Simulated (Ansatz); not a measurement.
# SnO2 (R-3m) in Ansatz: reference runs

How does SnO2 come out in PBE? The cell is run as given and disturbed.

All numbers are computed with Ansatz 0.2.0; they aren't measurements. Logs are shortened: lines on timing, memory, paths and dates and some standing lists are left out, and cuts for length are marked.

### 1 Starting point

Symmetry: R-3m, No. 166, trigonal system. Conventional cell: a = 3.234 Å, b = 3.234 Å, c = 14.402 Å, α = 90.00°, β = 90.00°, γ = 120.00°. Sn (site symmetry -3m) is surrounded by 6 O at 2.13 Å. Around O (site symmetry 3m) lie 3 Sn at 2.13 Å.

Measurements of this composition are mostly on another form, of space group No. 136.

### 2 Single point, PBE

Input file input.yaml:

```yaml
crystal:
  lattice:
    - [1.6170930752, 0.9336291223, 4.800592584]
    - [-1.6170930752, 0.9336291223, 4.800592584]
    - [0.0, -1.8672582446, 4.800592584]
  atoms:
    - { symbol: Sn, position: [0.5, 0.5, 0.5] }
    - { symbol: O, position: [0.76283, 0.76283, 0.76283] }
    - { symbol: O, position: [0.23717, 0.23717, 0.23717] }
kpoints:
  mp_grid: { grid: [10, 10, 10] }
scf:
  occupations: { method: fermi_dirac, width: 0.05 }
hamiltonian:
  xc: pbe
  pseudopotentials: { kind: all_electron, lapw: { basis_error: 0.001 } }
output:
  forces: true
  stress: true
  eigenvalues: true
  populations: true
```

Potentials or basis: all-electron LAPW, scalar-relativistic.

Command:

```console
> ansatz run input.yaml --threads 2 --pin off --max-ram 6144MiB --backend cpu --events-out ev --progress --plain --runs-dir out
```

Standard output:

```text
Warning: RAYON_NUM_THREADS=2 ignored (pool sized by the plan → 2); use --threads N
Sn: projections on atomic orbitals take those of the free atom 1s2 2s2 2p6 3s2 3p6 3d10 4s2 4p6 4d10 5s2 5p2, of charge +0.00 (hamiltonian.pseudopotentials.projection_atoms)
O: projections on atomic orbitals take those of the free atom 1s2 2s2 2p4, of charge +0.00 (hamiltonian.pseudopotentials.projection_atoms)
LAPW: plane waves up to 10.007 Å⁻¹, error target 1.0e-3 eV per atom; small_component_spin mean_spin; O in spheres of 0.939 Å, 8 of its electrons in bands, Dirac shells []; Sn in spheres of 1.186 Å, 32 of its electrons in bands, Dirac shells [] (how accurate: hamiltonian.pseudopotentials.lapw.basis_error, Limitations)
Engine: ansatz 0.2.0, aarch64-unknown-linux-gnu
Pseudopotentials: kind: all_electron
Pseudopotential: Sn, LAPW, valence charge 32, lapw/all_electron/scalar/gaussian/Sn, Koelling and Harmon's equation, gaussian nucleus
Pseudopotential: O, LAPW, valence charge 8, lapw/all_electron/scalar/gaussian/O, Koelling and Harmon's equation, gaussian nucleus
Functional definition: PBE
  parameter kappa = 0.804
  parameter beta = 0.06672455060314922
  exchange = pbe_x(kappa = kappa, mu = beta*pi^2/3)
  correlation = pbe_c(beta = beta)
Crystal: 3 atoms, lattice volume = 43.487 Å³
Basis set: ecut = 381.54385786787765 eV, 729 PW (Γ), FFT grids on a1−a3, a2−a3, a3, exchange–correlation at level 2
Bands: 29, of which v1, the nominal top of the filled ones, is band 24 counted from 1 (23 counted from 0)
Symmetry: 12 space group operations
Space group: R-3m (ITA 166), of the structure as read, at distance tolerance 3.5e-5 Å
k-points: 116 of 1000
Non-local potential: Sn, projectors of the file, none
Non-local potential: O, projectors of the file, none
Initial density: superposition of atomic densities (chi_scale 0.1, normalization cell, long waves kept (reshape's long-wave potential 0.16 eV rms))
Initial wavefunctions: plane waves of lowest kinetic energy (no species holds an atomic orbital)
Functional: x = pbe(κ = 0.804, μ = 0.2195149727645171), c = pbe(β = 0.06672455060314922)
iter 1 solved again at ethr=1.30e-2 eV; its pass at ethr=1.00e-1 eV (dr2=6.26e0 eV) is discarded
SCF iter   1: F=—  HF=-172188.592293 eV  |F-HF|=—  |Δ(HF+E_count)|=         —  Δρ=1.07e-1  dr2=6.26e0  ethr=1.30e-2  ⟨swp⟩=2.0  Hψ=20764  notcnv=0
preconditioner: auto → none  [insulator: Δε(μ)=3.772 eV  Ē_g=20.392 eV  σ=0.050 eV  W_gap=1.00  n_scr=16 (ndim 8)  ℏωp=28.7 eV  f_vac=0.224  D(μ)=0.00/eV (n_scr^D=0)  ε∞_Penn≈3.0]
SCF iter   2: F=—  HF=-172186.578975 eV  |F-HF|=—  |Δ(HF+E_count)|=    2.01e0  Δρ=4.12e-2  dr2=7.62e-1  ethr=1.30e-2  ⟨swp⟩=3.0  Hψ=10315  notcnv=0
SCF iter   3: F=—  HF=-172185.665609 eV  |F-HF|=—  |Δ(HF+E_count)|=   9.13e-1  Δρ=1.48e-2  dr2=1.08e-1  ethr=1.59e-3  ⟨swp⟩=3.0  Hψ=11187  notcnv=0
iter 4 solved again at ethr=3.77e-6 eV; its pass at ethr=2.24e-4 eV (dr2=1.81e-3 eV) is discarded
SCF iter   4: F=—  HF=-172185.656376 eV  |F-HF|=—  |Δ(HF+E_count)|=         —  Δρ=1.45e-3  dr2=1.83e-3  ethr=3.77e-6  ⟨swp⟩=2.0  Hψ=17054  notcnv=0
the basis was enlarged: its passes take 331.9 KiB over the memory plan, 2 of 2 planned eigensolver slots
SCF iter   5: F=—  HF=-172185.654619 eV  |F-HF|=—  |Δ(HF+E_count)|=   1.76e-3  Δρ=6.18e-4  dr2=1.93e-4  ethr=3.77e-6  ⟨swp⟩=3.0  Hψ=10167  notcnv=0
SCF iter   6: F=—  HF=-172185.654561 eV  |F-HF|=—  |Δ(HF+E_count)|=   5.81e-5  Δρ=2.79e-4  dr2=4.67e-5  ethr=4.03e-7  ⟨swp⟩=3.0  Hψ=10014  notcnv=0
SCF iter   7: F=—  HF=-172185.654553 eV  |F-HF|=—  |Δ(HF+E_count)|=   7.82e-6  Δρ=7.12e-5  dr2=2.81e-6  ethr=9.74e-8  ⟨swp⟩=2.0  Hψ=9628  notcnv=0
SCF iter   8: F=-172185.654552 eV  HF=-172185.654552 eV  |F-HF|=5.06e-9  |Δ(HF+E_count)|=   4.40e-7  Δρ=9.20e-6  dr2=4.23e-8  ethr=5.84e-9  ⟨swp⟩=2.0  Hψ=9628  notcnv=0
SCF 1 converged in 8 iterations: F = -172185.654552 eV  dr2 = 4.23e-8
SCF converged after 8 iterations
Free energy (F): -172185.654552 eV
Harris-Foulkes:  -172185.654552 eV  (|F-HF|=5.06e-9)
Internal energy: -172185.654552 eV  (E = F + TS)
E sigma→0 (E₀):  -172185.654552 eV
Fermi energy:    9.066152 eV
--- Per-component energies (eV) ---
  E_band       = -7346.056037
  E_kinetic    = 180870.266923
  E_xc         = -4964.678606
  E_electrostatic = -348091.242869  (all electrons and nuclei)
  E_smearing   = -0.000000  (= −TS)
  E_closure    = 0.000000  (closes the sum)
  E_atoms      = -172167.417352  (free atoms, spherical and without spin; not in F)
  Σ components = -172185.654552   (vs F -172185.654552, Δ=0.00e0)
  Basis errors (estimates in eV, not in F): energy 4.3e-4 per atom: plane waves 3.9e-4 (2.3e-4 summed), levels above the bands 2.5e-101, relativity 8.2e-8, radial functions 3.9e-5, core shells 1.1e-7; eigenvalues (radial functions only) 6.1e-6; not estimated: angular momenta, meshes, grids; target (lapw.basis_error) 1.0e-3; muffin-tin radii O 0.939 Å, Sn 1.186 Å
--- Forces (eV/Å), atoms counted from 1 ---
  atom   1  Sn    -0.00000000     0.00000000     0.00000000
  atom   2  O      0.00000000    -0.00000000     0.13620606
  atom   3  O      0.00000000     0.00000000    -0.13620606
  max |Σ_I F_I| component: 2.59e-31 eV/Å
--- Stress (GPa, compression-positive) ---
       -0.512797      -0.000000      -0.000000
       -0.000000      -0.512797       0.000000
       -0.000000       0.000000      -0.766057
  P = ⅓ Tr σ = -0.5972 GPa (-5.972 kbar)
--- Band table (eV; the first three rows and the last of 116) ---
  k-point 0: bands = ["-496.0239", "-496.0239", "-458.6407", "-458.6235", "-458.6235", "-458.5843", "-458.5843", "-119.6096", "-75.4684", "-75.3946", "-75.3946", "-12.0408", "-11.8620", "-11.8620", "-11.6733", "-11.6733", "-9.9389", "-8.1503", "4.0660", "6.7206", "6.7206", "7.0901", "7.0901", "7.8662", "9.9169", "13.6949", "19.0072", "19.0072", "19.6446"]
  k-point 1: bands = ["-496.0239", "-496.0239", "-458.6407", "-458.6235", "-458.6235", "-458.5843", "-458.5843", "-119.6096", "-75.4684", "-75.3951", "-75.3947", "-12.0105", "-11.9283", "-11.8410", "-11.6950", "-11.6745", "-9.8679", "-8.0107", "3.9480", "6.1594", "6.4611", "6.8517", "7.2073", "7.9195", "10.5236", "14.0911", "18.0828", "19.2179", "20.1056"]
  k-point 2: bands = ["-496.0239", "-496.0239", "-458.6407", "-458.6235", "-458.6235", "-458.5843", "-458.5843", "-119.6095", "-75.4682", "-75.3963", "-75.3950", "-12.1551", "-11.8888", "-11.7932", "-11.7253", "-11.6697", "-9.6462", "-7.6826", "3.4691", "5.3550", "5.9929", "6.3739", "7.3174", "7.9058", "11.6914", "14.9650", "17.0792", "19.7242", "20.2958"]
  k-point 115: bands = ["-496.0239", "-496.0239", "-458.6407", "-458.6235", "-458.6235", "-458.5843", "-458.5843", "-119.6096", "-75.4684", "-75.3946", "-75.3946", "-12.0415", "-11.8618", "-11.8618", "-11.6732", "-11.6732", "-9.8381", "-8.2889", "4.4371", "6.6583", "6.6583", "6.7366", "7.1395", "7.1395", "11.1654", "13.6154", "19.1809", "19.1809", "20.0932"]
--- Löwdin populations: 3 sites ---
  site symbol       q [e]
     0     Sn     48.3848
     1      O      8.7402
     2      O      8.7402
  spilling = 0.002042 (of n_electrons = 66.000000)
```

Wall time 32 s (2 threads of Arm Neoverse V1, shared host); peak memory 0.72 GiB.

What came out:

```
Free energy            : -172185.6546 eV
Pressure               : -0.6 GPa
Largest force          : 0.136 eV/Å
Band gap on the k mesh : 1.94 eV, indirect (least direct gap 2.05 eV)
Loewdin charges        : Sn +1.62; O -0.74 e
```

Forces in eV/Å, atoms in the order of the input:
```
Sn   0.000  0.000  0.000
O    0.000  0.000  0.136
O    0.000  0.000 -0.136
```

Caveat: spin-orbit coupling is left out, which moves the levels of the heavy elements. A k mesh can miss the band edges.

### 3 Single point, PBE (atoms moved at random, drawn with an rms of 0.05 Å)

input.yaml, as its differences from that of step 2:

```diff
@@ -6,5 +6,5 @@
   atoms:
-    - { symbol: Sn, position: [0.5, 0.5, 0.5] }
-    - { symbol: O, position: [0.76283, 0.76283, 0.76283] }
-    - { symbol: O, position: [0.23717, 0.23717, 0.23717] }
+    - { symbol: Sn, position: [0.516949, 0.497115, 0.499318] }
+    - { symbol: O, position: [0.780224, 0.768757, 0.745541] }
+    - { symbol: O, position: [0.22897, 0.254382, 0.232961] }
 kpoints:
```

Potentials or basis: all-electron LAPW, scalar-relativistic.

Command:

```console
> ansatz run input.yaml --threads 2 --pin off --max-ram 6144MiB --backend cpu --events-out ev --progress --plain --runs-dir out
```

Standard output:

```text
Warning: RAYON_NUM_THREADS=2 ignored (pool sized by the plan → 2); use --threads N
Sn: projections on atomic orbitals take those of the free atom 1s2 2s2 2p6 3s2 3p6 3d10 4s2 4p6 4d10 5s2 5p2, of charge +0.00 (hamiltonian.pseudopotentials.projection_atoms)
O: projections on atomic orbitals take those of the free atom 1s2 2s2 2p4, of charge +0.00 (hamiltonian.pseudopotentials.projection_atoms)
LAPW: plane waves up to 10.399 Å⁻¹, error target 1.0e-3 eV per atom; small_component_spin mean_spin; O in spheres of 0.904 Å, 8 of its electrons in bands, Dirac shells []; Sn in spheres of 1.147 Å, 32 of its electrons in bands, Dirac shells [] (how accurate: hamiltonian.pseudopotentials.lapw.basis_error, Limitations)
[... 2 set-up lines as earlier in the session ...]
[... 59 lines left out ...]
  k-point 0: bands = ["-496.1068", "-495.9233", "-458.6386", "-458.6260", "-458.6149", "-458.5818", "-458.5785", "-119.6090", "-75.4686", "-75.4063", "-75.3823", "-12.0646", "-11.8777", "-11.8662", "-11.6767", "-11.6752", "-9.9567", "-8.1227", "4.0791", "6.4855", "6.7693", "7.1215", "7.2182", "7.8564", "9.9147", "13.7186", "18.8019", "19.2329", "19.6439"]
  k-point 1: bands = ["-496.1068", "-495.9233", "-458.6386", "-458.6260", "-458.6149", "-458.5818", "-458.5785", "-119.6090", "-75.4686", "-75.4067", "-75.3825", "-12.0496", "-11.9230", "-11.8516", "-11.6963", "-11.6770", "-9.8803", "-7.9911", "3.9643", "6.0847", "6.4211", "6.9034", "7.2404", "7.9200", "10.5136", "14.1125", "17.9957", "19.3566", "20.0646"]
  k-point 2: bands = ["-496.1068", "-495.9233", "-458.6386", "-458.6260", "-458.6149", "-458.5818", "-458.5785", "-119.6089", "-75.4684", "-75.4077", "-75.3831", "-12.1860", "-11.8903", "-11.8033", "-11.7272", "-11.6713", "-9.6480", "-7.6809", "3.4968", "5.3223", "5.9359", "6.4253", "7.3276", "7.9139", "11.6643", "14.9762", "17.0214", "19.7959", "20.2757"]
  k-point 503: bands = ["-496.1068", "-495.9233", "-458.6386", "-458.6260", "-458.6149", "-458.5818", "-458.5785", "-119.6090", "-75.4686", "-75.4063", "-75.3823", "-12.0650", "-11.8776", "-11.8660", "-11.6765", "-11.6750", "-9.8597", "-8.2577", "4.4511", "6.4349", "6.7222", "6.7374", "7.1550", "7.2518", "11.1560", "13.6329", "18.9734", "19.4206", "20.0847"]
--- Löwdin populations: 3 sites ---
  site symbol       q [e]
     0     Sn     48.3818
     1      O      8.7406
     2      O      8.7425
  spilling = 0.002048 (of n_electrons = 66.000000)
```

Wall time 4.6 min (2 threads of Arm Neoverse V1, shared host); peak memory 1.8 GiB.

What came out:

| Quantity | Value |
| --- | --- |
| Free energy | -172185.6114 eV |
| Pressure | 0.1 GPa |
| Largest force | 1.020 eV/Å |
| Band gap on the k mesh | 1.92 eV, indirect (least direct gap 2.06 eV) |
| Loewdin charges | Sn +1.62; O -0.74 e |

Forces on the atoms (eV/Å):
```
Sn  -0.641  0.144 -0.780
O   -0.023 -0.283  0.433
O    0.664  0.139  0.347
```

Stress tensor (GPa, compression positive):
```
 0.22  0.34  2.39
 0.34  0.21  1.54
 2.39  1.54 -0.23
```

Caveat: spin-orbit coupling is left out, which moves the levels of the heavy elements.
